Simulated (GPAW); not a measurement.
# MgB2 (P6/mmm) in GPAW: a series of runs, part 2 of 2

GPAW 26.7.0.

### 3 Band structure, PW91

The input, run.py:

```python
from ase.dft.bandgap import bandgap
from ase.io import read, write
from ase.units import GPa
from gpaw import GPAW, PW, setup_paths

setup_paths.insert(0, '.')

atoms = read('MgB2.xyz')

calc = GPAW(mode=PW(800),
            xc='GGA_X_PW91+GGA_C_PW91',
            kpts={'size': (7, 7, 6), 'gamma': True},
            occupations={'name': 'fermi-dirac', 'width': 0.05},
            nbands=17,
            convergence={'density': 1e-05, 'energy': 1e-05},
            maxiter=150,
            txt='gpaw.txt')
atoms.calc = calc
energy = atoms.get_potential_energy()
forces = atoms.get_forces()
stress = atoms.get_stress()
calc.write('gs.gpw')
write('result.traj', atoms)
print(f'Energy: {energy:.6f} eV')
print('Forces (eV/A):')
print(forces.round(4))
print('Stress (GPa):', (stress / GPa).round(3))
print('Fermi level:', round(calc.get_fermi_level(), 4), 'eV')
print(f'Gap: {bandgap(calc)[0]:.4f} eV, direct: {bandgap(calc, direct=True)[0]:.4f} eV')

path = atoms.cell.bandpath('GMKGALHA,LM,KH', npoints=80, eps=1e-4)
bs_calc = calc.fixed_density(kpts=path, symmetry='off', nbands=26,
                             convergence={'bands': 'CBM+6.0', 'eigenstates': 1e-6}, txt='bands.txt')
bs = bs_calc.band_structure()
bs.write('bs.json')
print(f'Gap on the path: {bandgap(bs_calc)[0]:.4f} eV')
```

The input, MgB2.xyz:

```xyz
3
Lattice="3.0850000000 0.0000000000 0.0000000000 -1.5425000000 2.6716883707 0.0000000000 0.0000000000 0.0000000000 3.5230000000" Properties=species:S:1:pos:R:3 pbc="T T T"
Mg     0.0000000000      0.0000000000      0.0000000000
B      1.5425000002      0.8905627901      1.7615000000
B     -0.0000000002      1.7811255806      1.7615000000
```

Potentials or basis: PAW data sets generated in the run's folder for this functional, pw.

Run with:

```console
> gpaw-setup -f GGA_X_PW91+GGA_C_PW91 B Mg
> OMP_NUM_THREADS=1 python run.py
```

gpaw.txt:

```text
__  _  _
 | _ |_)|_||  |
 |__||  | ||/\| - 26.7.0

Input parameters:
  mode=PW(ecut=800.0),
  convergence={'density': 1e-05, 'energy': 1e-05},
  kpts=MonkhorstPack(size=(7, 7, 6), gamma=True),
  maxiter=150,
  nbands=17,
  occupations=Occupations(name='fermi-dirac', width=0.05),
  xc=XC(name='GGA_X_PW91+GGA_C_PW91')

Diagonalizing LCAO Hamiltonian
Converting LCAO to pw mode

         B  B

       Mg

Atoms  # Å, Bohr magnetons
|   | symbol |         x |        y |        z |    initial magnetic moments |
|---|--------|-----------|----------|----------|-----------------------------|
| 0 |     Mg |  0.000000 | 0.000000 | 0.000000 | ( 0.0000,  0.0000,  0.0000) |
| 1 |      B |  1.542500 | 0.890563 | 1.761500 | ( 0.0000,  0.0000,  0.0000) |
| 2 |      B | -0.000000 | 1.781126 | 1.761500 | ( 0.0000,  0.0000,  0.0000) |

Unit cell  # Å
| periodic |         x |        y |        z |  lengths |     angles |
|----------|-----------|----------|----------|----------|------------|
|      yes |  3.085000 | 0.000000 | 0.000000 | 3.085000 |  90.000000 |
|      yes | -1.542500 | 2.671688 | 0.000000 | 3.085000 |  90.000000 |
|      yes |  0.000000 | 0.000000 | 3.523000 | 3.523000 | 120.000000 |

Number of symmetries: 24
Symmetry operations  # r_c * U_cc + t_c -> r_c
|    | kind |            matrix            |
|----|------|------------------------------|
|  0 |  σ   |  1, 1, 0,  0,-1, 0,  0, 0, 1 |
|  1 |  C2  |  1, 1, 0,  0,-1, 0,  0, 0,-1 |
|  2 |  C6  |  1, 1, 0, -1, 0, 0,  0, 0, 1 |
|  3 |  S6  |  1, 1, 0, -1, 0, 0,  0, 0,-1 |
|  4 |  E   |  1, 0, 0,  0, 1, 0,  0, 0, 1 |
|  5 |  σ   |  1, 0, 0,  0, 1, 0,  0, 0,-1 |
|  6 |  σ   |  1, 0, 0, -1,-1, 0,  0, 0, 1 |
|  7 |  C2  |  1, 0, 0, -1,-1, 0,  0, 0,-1 |
|  8 |  σ   |  0, 1, 0,  1, 0, 0,  0, 0, 1 |
|  9 |  C2  |  0, 1, 0,  1, 0, 0,  0, 0,-1 |
| 10 |  C3  |  0, 1, 0, -1,-1, 0,  0, 0, 1 |
| 11 |  S3  |  0, 1, 0, -1,-1, 0,  0, 0,-1 |
| 12 |  C6  |  0,-1, 0,  1, 1, 0,  0, 0, 1 |
| 13 |  S6  |  0,-1, 0,  1, 1, 0,  0, 0,-1 |
| 14 |  σ   |  0,-1, 0, -1, 0, 0,  0, 0, 1 |
| 15 |  C2  |  0,-1, 0, -1, 0, 0,  0, 0,-1 |
| 16 |  σ   | -1, 0, 0,  1, 1, 0,  0, 0, 1 |
| 17 |  C2  | -1, 0, 0,  1, 1, 0,  0, 0,-1 |
| 18 |  C2  | -1, 0, 0,  0,-1, 0,  0, 0, 1 |
| 19 |  i   | -1, 0, 0,  0,-1, 0,  0, 0,-1 |
| 20 |  C3  | -1,-1, 0,  1, 0, 0,  0, 0, 1 |
| 21 |  S3  | -1,-1, 0,  1, 0, 0,  0, 0,-1 |
| 22 |  σ   | -1,-1, 0,  0, 1, 0,  0, 0, 1 |
| 23 |  C2  | -1,-1, 0,  0, 1, 0,  0, 0,-1 |

BZ-sampling:
  Number of BZ points: 294
  Number of IBZ points: 32

  Monkhorst-Pack size: [7, 7, 6]
  Monkhorst-Pack shift: [0.0, 0.0, 0.08333333333333333]

K-points  # in reciprocal-cell coordinates
|     |                                coordinates |     weight |
|-----|--------------------------------------------|------------|
|   0 | (  0.00000000,   0.00000000,   0.00000000) | 0.00340136 |
|   1 | (  0.00000000,   0.00000000,   0.16666667) | 0.00680272 |
|   2 | (  0.00000000,   0.00000000,   0.33333333) | 0.00680272 |
|   3 | (  0.00000000,   0.00000000,   0.50000000) | 0.00340136 |
|   4 | (  0.14285714,   0.00000000,   0.00000000) | 0.02040816 |
|   5 | (  0.14285714,   0.00000000,   0.16666667) | 0.04081633 |
|   6 | (  0.14285714,   0.00000000,   0.33333333) | 0.04081633 |
|   7 | (  0.14285714,   0.00000000,   0.50000000) | 0.02040816 |
|   8 | (  0.28571429,  -0.14285714,   0.00000000) | 0.02040816 |
|   9 | (  0.28571429,  -0.14285714,   0.16666667) | 0.04081633 |
| ... |                                            |            |
|  31 | (  0.42857143,   0.42857143,   0.50000000) | 0.02040816 |

Plane wave coefficients: 1501
Cutoff: 800.0 eV

Spin-components: 1 (collinear spins)
Bands:           17
Projectors:      15
Spin-degeneracy: 2
Datatype:        complex128

Parallelization:
  kpt:    1
  domain: 1
  band:   1

Density:
  Valence electrons: 16.0
  Components: 1
  Grid points: [21 21 24]
  Charge: 0.0  # |e|

Potential:
  Grid points: [21 21 24]

species:
  Mg:
    name:    Magnesium
    Z:       12.0
    valence: 10
    core:    2
    charge:  0.0  # [|e|]
    compensation charges:
      type: gauss
      rc: 0.33  # [Å]
      lmax: 2
    cutoffs:
      filter: 1.86  # [Å]
      core: 0.54  # [Å]
    projectors
    | kind |    occ | energy [eV] | rcut [Å] |
    |------|--------|-------------|----------|
    |   2s |  2.000 |     -79.900 |    1.090 |
    |   3s |  2.000 |      -4.737 |    1.090 |
    |   2p |  6.000 |     -46.752 |    1.085 |
    |   3p |  0.000 |      -1.369 |    1.085 |
    |    d |        |       0.000 |    1.037 |

    Using partial waves for Mg as LCAO basis

  B:
    name:    Boron
    Z:       5.0
    valence: 3
    core:    2
    charge:  0.0  # [|e|]
    compensation charges:
      type: gauss
      rc: 0.20  # [Å]
      lmax: 2
    cutoffs:
      filter: 1.14  # [Å]
      core: 1.38  # [Å]
    projectors
    | kind |    occ | energy [eV] | rcut [Å] |
    |------|--------|-------------|----------|
    |   2s |  2.000 |      -9.487 |    0.635 |
    |   2p |  1.000 |      -3.652 |    0.635 |
    |    s |        |      17.724 |    0.635 |
    |    p |        |      23.560 |    0.635 |
    |    d |        |       0.000 |    0.635 |

    Using partial waves for B as LCAO basis

Reference energy: -6792.806052  # eV

eigensolver:
  PPCG
  Converge bands: occupied
  niter=2

density mixing:
  MSR1-Mixer
  Pratt-step length: 0.05
  Maximum mixing coefficient: 0.75
  Old densities: 10
  SVD Regularization: 0.005
  Good broyden scale: 1.0
  Trust region scale: 1.0
  Backstep threshold: 4.0
  History deletion threshold: 6.0
  Fourier metric: weight=20.0, sigma=0.015

occupation numbers:
  Fermi-Dirac:
    width: 0.0500  # eV

poisson solver:
  ecut: 6400.0  # eV

xc functional:
  name: GGA_X_PW91+GGA_C_PW91 with 2 nearest neighbor stencil

convergence criteria:
- Maximum integral of absolute [dens]ity change: 1e-05 electrons / valence electron
- Maximum [total energy] change in last 3 cyles: 1e-05 eV / valence electron
- Maximum integral of absolute [eigenst]ate change: 4e-08 eV^2 / valence electron
maximum number of iterations: 150

SCF iterations
|iter     | |      energy | eigst |  dens |
|---------|-|-------------|-------|-------|
|iter:   1| |  -16.904469 | +0.07 |       |
|iter:   2| |  -16.623898 | -2.41 | -0.94 |
|iter:   3| |  -15.439308 | -1.30 | -0.98 |
|iter:   4| |  -15.427983 | -3.24 | -1.73 |
|iter:   5| |  -15.429932 | -3.84 | -2.07 |
|iter:   6| |  -15.429936 | -5.48 | -3.03 |
|iter:   7| |  -15.429947c| -6.28 | -3.64 |
|iter:   8| |  -15.429945c| -7.72c| -4.56 |
|iter:   9| |  -15.429945c| -8.05c| -5.05c|

Converged in 9 steps
Energy contributions relative to reference atoms: (reference = -6792.806052)

Energy contributions:
  Kinetic:           9.899009
  Coulomb:          -6.030352
  Zero:             -0.030684
  External:          0.000000
  Xc:              -19.263987
  Entropy:          -0.007864
  Spinorbit:         0.000000
  ----------------------------
  Free energy:     -15.433877
  Extrapolated:    -15.429945

dipole moment: (-2.212550, -3.832249, -5.053363)  # |e|*Ang

Fermi level: 7.026
Eigenvalues  # (at kpt = [0.000, 0.000, 0.000])
| band index |      eig [eV] | occ [0-2] |
|------------|---------------|-----------|
|          0 |       -68.186 |     2.000 |
|          1 |       -35.040 |     2.000 |
|          2 |       -35.040 |     2.000 |
|          3 |       -35.027 |     2.000 |
|          4 |        -5.217 |     2.000 |
|          5 |         4.258 |     2.000 |
|          6 |         7.503 |     0.000 |
|          7 |         7.503 |     0.000 |
|          8 |         8.889 |     0.000 |
|          9 |        13.480 |     0.000 |
|         10 |        13.480 |     0.000 |
|         11 |        15.247 |     0.000 |
|         12 |        17.083 |     0.000 |
|         13 |        19.902 |     0.000 |
|        ... |               |           |
|         16 |        26.285 |     0.000 |

No gap
No difference between direct/indirect transitions

Forces  # eV/Ang
|        x |        y |       z |
|----------|----------|---------|
|  0.00000 |  0.00000 | 0.00000 |  # Mg   0
| -0.00000 | -0.00000 | 0.00000 |  # B    1
| -0.00000 |  0.00000 | 0.00000 |  # B    2

Stress tensor  # eV/Ang^3
|         x |         y |         z |
|-----------|-----------|-----------|
|  0.014632 | -0.000000 |  0.000000 |
| -0.000000 |  0.014632 |  0.000000 |
|  0.000000 |  0.000000 | -0.002531 |

# Writing to gs.gpw (mode='')
```

Wall time 44 s (1 thread of Arm Neoverse V1, shared host); peak memory 0.25 GiB.

Results:

```yaml
Free_energy: -15.4339 eV
Pressure: -1.4 GPa
Band_gap_along_the_path: none (metal or under the smearing width)
```

Levels at the corners of the path, in eV from the Fermi level:
```csv
point,band 6,band 7,band 8,band 9,band 10,band 11
Γ,-2.77,0.48,0.48,1.86,6.45,6.45
M,-7.66,-2.04,0.37,3.23,4.06,5.52
K,-7.11,-5.68,1.95,1.95,6.36,6.36
Γ,-2.77,0.48,0.48,1.86,6.45,6.45
A,-7.22,0.84,0.84,6.79,6.79,8.09
L,-6.76,-3.36,-1.75,-1.10,5.85,8.96
H,-6.23,-5.01,-1.81,-1.81,3.77,11.78
A,-7.22,0.84,0.84,6.79,6.79,8.09
L,-6.76,-3.36,-1.75,-1.10,5.85,8.96
M,-7.66,-2.04,0.37,3.23,4.06,5.52
K,-7.11,-5.68,1.95,1.95,6.36,6.36
H,-6.23,-5.01,-1.81,-1.81,3.77,11.78
```

### 4 Band structure, revPBE

run.py: that of step 3 with these lines changed.

```diff
@@ -3,5 +3,3 @@
 from ase.units import GPa
-from gpaw import GPAW, PW, setup_paths
-
-setup_paths.insert(0, '.')
+from gpaw import GPAW, PW
 
@@ -10,3 +8,3 @@
 calc = GPAW(mode=PW(800),
-            xc='GGA_X_PW91+GGA_C_PW91',
+            xc='revPBE',
             kpts={'size': (7, 7, 6), 'gamma': True},
```

MgB2.xyz is that of step 3.

Potentials or basis: the program's PAW data sets (release 1.2.1) made for this functional, pw.

Run with:

```console
> OMP_NUM_THREADS=1 python run.py
```

Wall time 44 s (1 thread of Arm Neoverse V1, shared host); peak memory 0.25 GiB.

The run converged. Its results:

| Quantity | Value |
| --- | --- |
| Free energy | -14.5761 eV |
| Pressure | 1.4 GPa |
| Band gap along the path | none (metal or under the smearing width) |

Stress tensor (GPa, compression positive):
```
0.67 0.00 0.00
0.00 0.67 0.00
0.00 0.00 2.72
```

Levels at the corners of the path, in eV from the Fermi level:
```csv
point,band 5,band 6,band 7,band 8,band 9,band 10,band 11
Γ,-12.31,-2.78,0.49,0.49,1.85,6.45,6.45
M,-8.43,-7.70,-2.04,0.36,3.24,4.01,5.50
K,-7.16,-7.16,-5.71,1.95,1.95,6.35,6.35
Γ,-12.31,-2.78,0.49,0.49,1.85,6.45,6.45
A,-11.05,-7.24,0.87,0.87,6.77,6.77,8.12
L,-7.48,-6.81,-3.39,-1.75,-1.10,5.81,9.06
H,-6.28,-6.28,-5.04,-1.84,-1.84,3.83,11.81
A,-11.05,-7.24,0.87,0.87,6.77,6.77,8.12
L,-7.48,-6.81,-3.39,-1.75,-1.10,5.81,9.06
M,-8.43,-7.70,-2.04,0.36,3.24,4.01,5.50
K,-7.16,-7.16,-5.71,1.95,1.95,6.35,6.35
H,-6.28,-6.28,-5.04,-1.84,-1.84,3.83,11.81
```

### 5 Band structure, vdW-DF2

run.py: that of step 4 with these lines changed.

```diff
@@ -2,3 +2,2 @@
 from ase.io import read, write
-from ase.units import GPa
 from gpaw import GPAW, PW
@@ -8,3 +7,3 @@
 calc = GPAW(mode=PW(800),
-            xc='revPBE',
+            xc={'name': 'vdW-DF2', 'backend': 'libvdwxc'},
             kpts={'size': (7, 7, 6), 'gamma': True},
@@ -18,3 +17,2 @@
 forces = atoms.get_forces()
-stress = atoms.get_stress()
 calc.write('gs.gpw')
@@ -24,3 +22,2 @@
 print(forces.round(4))
-print('Stress (GPa):', (stress / GPa).round(3))
 print('Fermi level:', round(calc.get_fermi_level(), 4), 'eV')
```

MgB2.xyz is that of step 4.

Potentials or basis: GPAW PAW data sets (gpaw-data 1.2.1), pw.

Run with:

```console
> OMP_NUM_THREADS=1 python run.py
```

Run time: 46 s. Hardware: 1 thread of Arm Neoverse V1, shared host; peak memory 0.27 GiB.

It converged, with:

```yaml
Free_energy: -50.2783 eV
Band_gap_along_the_path: none (metal or under the smearing width)
```

Levels at the corners of the path, in eV from the Fermi level:
| point | band 5 | band 6 | band 7 | band 8 | band 9 | band 10 | band 11 |
| --- | --- | --- | --- | --- | --- | --- | --- |
| Γ | -12.10 | -2.74 | 0.41 | 0.41 | 2.05 | 6.56 | 6.56 |
| M | -8.31 | -7.51 | -2.04 | 0.35 | 3.24 | 4.35 | 5.71 |
| K | -7.06 | -7.06 | -5.48 | 1.92 | 1.92 | 6.53 | 6.53 |
| Γ | -12.10 | -2.74 | 0.41 | 0.41 | 2.05 | 6.56 | 6.56 |
| A | -10.85 | -7.09 | 0.76 | 0.76 | 6.90 | 6.90 | 8.05 |
| L | -7.39 | -6.62 | -3.25 | -1.76 | -1.00 | 6.10 | 8.89 |
| H | -6.21 | -6.21 | -4.82 | -1.71 | -1.71 | 3.83 | 11.95 |
| A | -10.85 | -7.09 | 0.76 | 0.76 | 6.90 | 6.90 | 8.05 |
| L | -7.39 | -6.62 | -3.25 | -1.76 | -1.00 | 6.10 | 8.89 |
| M | -8.31 | -7.51 | -2.04 | 0.35 | 3.24 | 4.35 | 5.71 |
| K | -7.06 | -7.06 | -5.48 | 1.92 | 1.92 | 6.53 | 6.53 |
| H | -6.21 | -6.21 | -4.82 | -1.71 | -1.71 | 3.83 | 11.95 |

Caveat: the PAW data sets were made with another functional, which shifts forces and pressure a little.

### 6 The runs side by side

```tsv
level	potentials or basis	pressure (GPa)
GLLB-SC	the program's PAW data sets (release 1.2.1) made for this functional, pw	-
PW91	PAW data sets generated in the run's folder for this functional, pw	-1.4
revPBE	the program's PAW data sets (release 1.2.1) made for this functional, pw	1.4
vdW-DF2	GPAW PAW data sets (gpaw-data 1.2.1), pw	-
```

Alike in all rows: task band structure; no spin polarisation; cell as given; k mesh 7 × 7 × 6; cutoff (eV) 800; smearing fermi-dirac 0.05 eV.

Caveats: a model potential gives levels but no total energy (some runs); the PAW data sets were made with another functional, which shifts forces and pressure a little (some runs).

Absolute energies hang on the potentials; compare differences alone.
